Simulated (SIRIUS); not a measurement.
# WC (Qusongite) (P-6m2) in SIRIUS: reference runs

Reference runs on WC (Qusongite): the cell as given.

Program: SIRIUS 7.12.0. These are calculated values, not measurements. Logs are shortened: lines on timing, memory, paths and dates and some standing lists are left out, and cuts for length are marked. The log counts tension as positive stress, the text compression.

## (1) Starting point

It takes space group P-6m2 (No. 187, hexagonal). The conventional cell has a = 2.907 Å, b = 2.907 Å, c = 2.837 Å, α = 90.00°, β = 90.00°, γ = 120.00°. W (site symmetry -6m2) has 6 C at 2.20 Å as nearest neighbours. Around C (site symmetry -6m2) lie 6 W at 2.20 Å.

## (2) Single point, PBEsol

The input, sirius.json:

```json
{
  "control": {
    "processing_unit": "cpu",
    "std_evp_solver_name": "lapack",
    "gen_evp_solver_name": "lapack",
    "verbosity": 2,
    "print_forces": true,
    "ortho_rf": true,
    "use_second_variation": true,
    "rmt_max": 3.0,
    "num_bands_to_print": 24,
    "save_wf": true
  },
  "parameters": {
    "electronic_structure_method": "full_potential_lapwlo",
    "xc_functionals": ["XC_GGA_X_PBE_SOL", "XC_GGA_C_PBE_SOL"],
    "core_relativity": "dirac",
    "valence_relativity": "iora",
    "num_fv_states": 25,
    "smearing": "fermi_dirac",
    "smearing_width": 0.0018374661,
    "pw_cutoff": 24,
    "gk_cutoff": 4.53,
    "lmax_apw": 13,
    "lmax_rho": 8,
    "lmax_pot": 8,
    "num_mag_dims": 0,
    "auto_rmt": 0,
    "ngridk": [10, 10, 9],
    "shiftk": [0, 0, 0],
    "num_dft_iter": 80,
    "energy_tol": 1e-07,
    "density_tol": 1e-05,
    "use_symmetry": true
  },
  "settings": {"tol_ne": 1e-10},
  "iterative_solver": {"type": "exact"},
  "mixer": {"type": "anderson", "beta": 0.5, "max_history": 8},
  "unit_cell": {
    "lattice_vectors": [[5.4924889812, 0.0, 0.0], [-2.7462444906, 4.7566349877, 0.0], [0.0, 0.0, 5.3603971251]],
    "atom_types": ["C", "W"],
    "atom_files": {"C": "C.json", "W": "W.json"},
    "atoms": {"C": [[0.6666666667, 0.3333333333, 0.5]], "W": [[0.0, 0.0, 0.0]]}
  }
}
```

The input, C.json:

```json
{
  "name": "carbon",
  "symbol": "C",
  "number": 6,
  "mass": 12.0107,
  "rmin": 1e-06,
  "rmt": 1.5,
  "nrmt": 800,
  "rinf": 14.98,
  "core": "1s",
  "valence": [
    {"basis": [{"enu": 0.33, "dme": 0, "n": 0, "auto": 0}, {"enu": 0.33, "dme": 1, "n": 0, "auto": 0}]},
    {"l": 0, "n": 1, "basis": [{"enu": 0.329, "dme": 0, "n": 0, "auto": 0}]},
    {"l": 1, "n": 2, "basis": [{"enu": 0.43, "dme": 0, "n": 0, "auto": 0}]},
    {"l": 2, "n": 3, "basis": [{"enu": 0.43, "dme": 0, "n": 0, "auto": 0}]},
    {"l": 3, "n": 4, "basis": [{"enu": 0.43, "dme": 0, "n": 0, "auto": 0}]}
  ],
  "lo": [
    {"l": 0, "basis": [{"enu": 0.329, "dme": 0, "n": 0, "auto": 0}, {"enu": 0.329, "dme": 1, "n": 0, "auto": 0}]},
    {"l": 0, "basis": [{"enu": 0.329, "dme": 1, "n": 0, "auto": 0}, {"enu": 0.329, "dme": 2, "n": 0, "auto": 0}]},
    {
      "l": 0,
      "basis": [{"enu": 0.329, "dme": 0, "n": 0, "auto": 0}, {"enu": 5.6623, "dme": 0, "n": 0, "auto": 0}]
    },
    {"l": 1, "basis": [{"enu": 0.43, "dme": 0, "n": 0, "auto": 0}, {"enu": 0.43, "dme": 1, "n": 0, "auto": 0}]},
    {"l": 1, "basis": [{"enu": 0.43, "dme": 1, "n": 0, "auto": 0}, {"enu": 0.43, "dme": 2, "n": 0, "auto": 0}]},
    {"l": 1, "basis": [{"enu": 0.43, "dme": 0, "n": 0, "auto": 0}, {"enu": 6.5633, "dme": 0, "n": 0, "auto": 0}]},
    {"l": 2, "basis": [{"enu": 0.43, "dme": 0, "n": 0, "auto": 0}, {"enu": 0.43, "dme": 1, "n": 0, "auto": 0}]},
    {"l": 2, "basis": [{"enu": 0.43, "dme": 1, "n": 0, "auto": 0}, {"enu": 0.43, "dme": 2, "n": 0, "auto": 0}]},
    {"l": 2, "basis": [{"enu": 0.43, "dme": 0, "n": 0, "auto": 0}, {"enu": 7.3633, "dme": 0, "n": 0, "auto": 0}]},
    {"l": 3, "basis": [{"enu": 0.43, "dme": 0, "n": 0, "auto": 0}, {"enu": 0.43, "dme": 1, "n": 0, "auto": 0}]}
  ],
  "free_atom": [... radial grid and density of the free atom, the start of the SCF ...]
}
```

The input, W.json:

```json
{
  "name": "tungsten",
  "symbol": "W",
  "number": 74,
  "mass": 183.84,
  "rmin": 1e-06,
  "rmt": 2.49,
  "nrmt": 800,
  "rinf": 14.93,
  "core": "1s2s2p3s3p3d4s4p4d",
  "valence": [
    {"basis": [{"enu": 0.33, "dme": 0, "n": 0, "auto": 0}, {"enu": 0.33, "dme": 1, "n": 0, "auto": 0}]},
    {"l": 0, "n": 1, "basis": [{"enu": 0.43, "dme": 0, "n": 0, "auto": 0}]},
    {"l": 1, "n": 2, "basis": [{"enu": 0.43, "dme": 0, "n": 0, "auto": 0}]},
    {"l": 2, "n": 3, "basis": [{"enu": 0.43, "dme": 0, "n": 0, "auto": 0}]},
    {"l": 3, "n": 4, "basis": [{"enu": 0.43, "dme": 0, "n": 0, "auto": 0}]},
    {"l": 4, "n": 5, "basis": [{"enu": 0.43, "dme": 0, "n": 0, "auto": 0}]}
  ],
  "lo": [
    {"l": 0, "basis": [{"enu": 0.43, "dme": 0, "n": 0, "auto": 0}, {"enu": 0.43, "dme": 1, "n": 0, "auto": 0}]},
    {
      "l": 0,
      "basis": [{"enu": -2.2975, "dme": 0, "n": 5, "auto": 1}, {"enu": -2.2975, "dme": 1, "n": 5, "auto": 1}]
    },
    {
      "l": 0,
      "basis": [{"enu": -2.2975, "dme": 1, "n": 5, "auto": 1}, {"enu": 0.43, "dme": 0, "n": 0, "auto": 0}]
    },
    {"l": 0, "basis": [{"enu": 0.43, "dme": 0, "n": 0, "auto": 0}, {"enu": 3.0106, "dme": 0, "n": 0, "auto": 0}]},
    {"l": 1, "basis": [{"enu": 0.43, "dme": 0, "n": 0, "auto": 0}, {"enu": 0.43, "dme": 1, "n": 0, "auto": 0}]},
    {
      "l": 1,
      "basis": [{"enu": -0.9874, "dme": 0, "n": 5, "auto": 1}, {"enu": -0.9874, "dme": 1, "n": 5, "auto": 1}]
    },
    {
      "l": 1,
      "basis": [{"enu": -0.9874, "dme": 1, "n": 5, "auto": 1}, {"enu": 0.43, "dme": 0, "n": 0, "auto": 0}]
    },
    {"l": 1, "basis": [{"enu": 0.43, "dme": 0, "n": 0, "auto": 0}, {"enu": 3.3977, "dme": 0, "n": 0, "auto": 0}]},
    {"l": 2, "basis": [{"enu": 0.43, "dme": 0, "n": 0, "auto": 0}, {"enu": 0.43, "dme": 1, "n": 0, "auto": 0}]},
    {"l": 2, "basis": [{"enu": 0.43, "dme": 1, "n": 0, "auto": 0}, {"enu": 0.43, "dme": 2, "n": 0, "auto": 0}]},
    {"l": 2, "basis": [{"enu": 0.43, "dme": 0, "n": 0, "auto": 0}, {"enu": 2.9461, "dme": 0, "n": 0, "auto": 0}]},
    {"l": 3, "basis": [{"enu": 0.43, "dme": 0, "n": 0, "auto": 0}, {"enu": 0.43, "dme": 1, "n": 0, "auto": 0}]},
    {
      "l": 3,
      "basis": [{"enu": -0.6362, "dme": 0, "n": 4, "auto": 1}, {"enu": -0.6362, "dme": 1, "n": 4, "auto": 1}]
    },
    {
      "l": 3,
      "basis": [{"enu": -0.6362, "dme": 1, "n": 4, "auto": 1}, {"enu": 0.43, "dme": 0, "n": 0, "auto": 0}]
    },
    {"l": 3, "basis": [{"enu": 0.43, "dme": 0, "n": 0, "auto": 0}, {"enu": 4.1719, "dme": 0, "n": 0, "auto": 0}]},
    {"l": 4, "basis": [{"enu": 0.43, "dme": 0, "n": 0, "auto": 0}, {"enu": 0.43, "dme": 1, "n": 0, "auto": 0}]},
    {"l": 4, "basis": [{"enu": 0.43, "dme": 0, "n": 0, "auto": 0}, {"enu": 3.5267, "dme": 0, "n": 0, "auto": 0}]}
  ],
  "free_atom": [... radial grid and density of the free atom, the start of the SCF ...]
}
```

The input, sirius_start.json:

```json
{
  "control": {
    "processing_unit": "cpu",
    "std_evp_solver_name": "lapack",
    "gen_evp_solver_name": "lapack",
    "verbosity": 1,
    "print_forces": false,
    "ortho_rf": true,
    "use_second_variation": true,
    "rmt_max": 3.0,
    "num_bands_to_print": 24,
    "save_wf": false
  },
  "parameters": {
    "electronic_structure_method": "full_potential_lapwlo",
    "xc_functionals": ["XC_LDA_X", "XC_LDA_C_PW"],
    "core_relativity": "dirac",
    "valence_relativity": "iora",
    "num_fv_states": 25,
    "smearing": "fermi_dirac",
    "smearing_width": 0.0055123983,
    "pw_cutoff": 24,
    "gk_cutoff": 3.63,
    "lmax_apw": 13,
    "lmax_rho": 8,
    "lmax_pot": 8,
    "num_mag_dims": 0,
    "auto_rmt": 0,
    "ngridk": [4, 4, 4],
    "shiftk": [0, 0, 0],
    "num_dft_iter": 30,
    "energy_tol": 0.01,
    "density_tol": 0.05,
    "use_symmetry": true
  },
  "settings": {"tol_ne": 1e-10},
  "iterative_solver": {"type": "exact"},
  "mixer": {"type": "anderson", "beta": 0.5, "max_history": 8},
  "unit_cell": {
    "lattice_vectors": [[5.4924889812, 0.0, 0.0], [-2.7462444906, 4.7566349877, 0.0], [0.0, 0.0, 5.3603971251]],
    "atom_types": ["C", "W"],
    "atom_files": {"C": "C.json", "W": "W.json"},
    "atoms": {"C": [[0.6666666667, 0.3333333333, 0.5]], "W": [[0.0, 0.0, 0.0]]}
  }
}
```

Potentials or basis: all-electron FP-LAPW, apw+lo standard.

On the command line:

```sh
$ OMP_NUM_THREADS=1 sirius.scf --input=sirius_start.json --output=start.json
$ OMP_NUM_THREADS=1 sirius.scf --input=sirius.json --output=output.json --task=1
```

The log of the run:

```text
[info] SIRIUS version : 7.12.0
[info] number of MPI ranks           : 1
[info] MPI grid                      : 1 1
[info] maximum number of OMP threads : 1
[fft] FFT context for density and potential
[fft] =====================================
[fft]   plane wave cutoff                     : 24
[fft]   grid size                             : 45 45 45   total : 91125
[fft]   grid limits                           : -22 22   -22 22   -22 22
[fft]   number of G-vectors within the cutoff : 32645
[fft]   number of G-shells                    : 1657
[fft] FFT context for coarse grid
[fft] =====================================
[fft]   plane wave cutoff                     : 9.06
[fft]   grid size                             : 18 18 18   total : 5832
[fft]   grid limits                           : -8 9   -8 9   -8 9
[fft]   number of G-vectors within the cutoff : 1737
[fft]   number of G-shells                    : 117
[unit cell] lattice vectors
[unit cell]   a1 :       5.4924889812      0.0000000000      0.0000000000
[unit cell]   a2 :      -2.7462444906      4.7566349877      0.0000000000
[unit cell]   a3 :       0.0000000000      0.0000000000      5.3603971251
[unit cell] reciprocal lattice vectors
[unit cell]   b1 :       1.1439595653      0.6604653630     -0.0000000000
[unit cell]   b2 :       0.0000000000      1.3209307259      0.0000000000
[unit cell]   b3 :       0.0000000000     -0.0000000000      1.1721492196
[unit cell] unit cell volume :       140.04447698 [a.u.^3]
[unit cell] 1/sqrt(omega)    :         0.08450200
[unit cell] MT volume        :        78.80475313 (56.27%)
[unit cell] IT volume        :        61.23972385 (43.73%)
[unit cell] number of atom types : 2
[unit cell] type id : 0 symbol :  C mt_radius :   1.500000 num_atoms : 1
[unit cell] type id : 1 symbol :  W mt_radius :   2.490000 num_atoms : 1
[unit cell] total number of atoms : 2
[unit cell] number of symmetry classes : 2
[unit cell] atom id  type id  class id             position                      vector_field
[unit cell] ------------------------------------------------------------------------------------------
[unit cell]      0        0        0      0.66667   0.33333   0.50000      0.00000   0.00000   0.00000
[unit cell]      1        1        1      0.00000   0.00000   0.00000      0.00000   0.00000   0.00000
[unit cell] atom id         position (Cartesian, a.u.)
[unit cell] ---------------------------------------------
[unit cell]      0       2.746244    1.585545    2.680199
[unit cell]      1       0.000000    0.000000    0.000000
[... 412 lines left out ...]
[generate_core_charge_density]   n,l,k : 1 0 1  energy :          -9.18905209
[generate_core_charge_density] atom class : 1
[generate_core_charge_density]   n,l,k : 1 0 1  energy :       -2548.82009304
[generate_core_charge_density]   n,l,k : 2 0 1  energy :        -439.06621555
[generate_core_charge_density]   n,l,k : 2 1 1  energy :        -419.83994898
[generate_core_charge_density]   n,l,k : 2 1 2  energy :        -370.14818806
[generate_core_charge_density]   n,l,k : 3 0 1  energy :        -100.57232870
[generate_core_charge_density]   n,l,k : 3 1 1  energy :         -92.01376244
[generate_core_charge_density]   n,l,k : 3 1 2  energy :         -81.26915103
[generate_core_charge_density]   n,l,k : 3 2 2  energy :         -66.86199253
[generate_core_charge_density]   n,l,k : 3 2 3  energy :         -64.52477899
[... 28 lines left out ...]
[find] valence_eval_sum               :     -13.39237983
[find] core_eval_sum                  :   -9889.17643899
[find] kinetic energy                 :   18244.96218763
[find] enuc                           :  -20259.24108775
[find] <rho|V^{XC}>                   :    -429.10992368
[find] <rho|E^{XC}>                   :    -325.88089041
[find] <mag|B^{XC}>                   :       0.00000000
[find] <rho|V^{H}>                    :  -27718.42108276
[find] smearing (-TS)                 :      -0.00006564
[find] SCF correction                 :      -0.00001058
[find] Total energy                   :  -16199.37034248 (Ha),  -32398.74068497 (Ry)
[find] Free energy (E-TS)             :  -16199.37040812 (Ha),  -32398.74081625 (Ry)
[find] band gap (eV)                  :       0.00000000
[find] Efermi                         :       0.52496997
[find] iteration : 7, RMS (target) : 1.0730e-06 (1.0000e-05) , energy difference (target) : -1.0677e-09 (1.0000e-07)
[find] converged after 8 SCF iterations!
Warning in function "check_num_electrons" at src/density/density.cpp:1179
wrong number of electrons
  obtained value : 79.9999
  target value : 80
  difference : 5.62155e-05
  total core leakage : 5.30054e-05
    atom class : 0, core leakage : 5.19232e-05
    atom class : 1, core leakage : 1.0822e-06
[find] Charges and magnetic moments
[find] --------------------------------------------------------------------------------
[find] atom      charge    core leakage
[find] --------------------------------------------------------------------------------
[find]    0    4.428450    5.192320e-05
[find]    1   72.236726    1.082204e-06
[find] total core leakage    : 5.30054081e-05
[find] interstitial charge   : 3.334768
[find] total charge          : 79.999944
[find] Energy
[find] --------------------------------------------------------------------------------
[find] valence_eval_sum               :     -13.39237983
[find] core_eval_sum                  :   -9889.17643899
[find] kinetic energy                 :   18244.96218763
[find] enuc                           :  -20259.24108775
[find] <rho|V^{XC}>                   :    -429.10992368
[find] <rho|E^{XC}>                   :    -325.88089041
[find] <mag|B^{XC}>                   :       0.00000000
[find] <rho|V^{H}>                    :  -27718.42108276
[find] smearing (-TS)                 :      -0.00006564
[find] SCF correction                 :      -0.00001058
[find] Total energy                   :  -16199.37034248 (Ha),  -32398.74068497 (Ry)
[find] Free energy (E-TS)             :  -16199.37040812 (Ha),  -32398.74081625 (Ry)
[find] band gap (eV)                  :       0.00000000
[find] Efermi                         :       0.52496997
[ground_state]
[ground_state] ==== total Forces in Ha/bohr =====
[ground_state] atom:    0, force:       0.0000000      0.0000000      0.0000000
[ground_state] atom:    1, force:      -0.0000000     -0.0000000      0.0000000
[ground_state] ==== contribution from density =====
[ground_state] atom:    0, force:       0.0000000      0.0000000      0.0000000
[ground_state] atom:    1, force:       0.0000000      0.0000000      0.0000000
[ground_state] ==== contribution from Hartree potential =====
[ground_state] atom:    0, force:       0.0000000      0.0000000      0.0000000
[ground_state] atom:    1, force:      -0.0000000     -0.0000000      0.0000000
[ground_state] ==== contribution from IBS =====
[ground_state] atom:    0, force:       0.0000000      0.0000000      0.0000000
[ground_state] atom:    1, force:       0.0000000      0.0000000      0.0000000
```

Wall time 2.1 min (1 thread of AMD EPYC 7R43 (Zen 3), shared host); peak memory 0.7 GiB.

Results:

```
Free energy                                       : -440807.3251 eV
Band gap on the k mesh                            : none (metal or under the smearing width)
All electrons inside the program's atomic spheres : W 72.24; C 4.43 (radii C 1.5, W 2.49 bohr)
```

The run has no spin-orbit coupling, so splittings on W are missing.
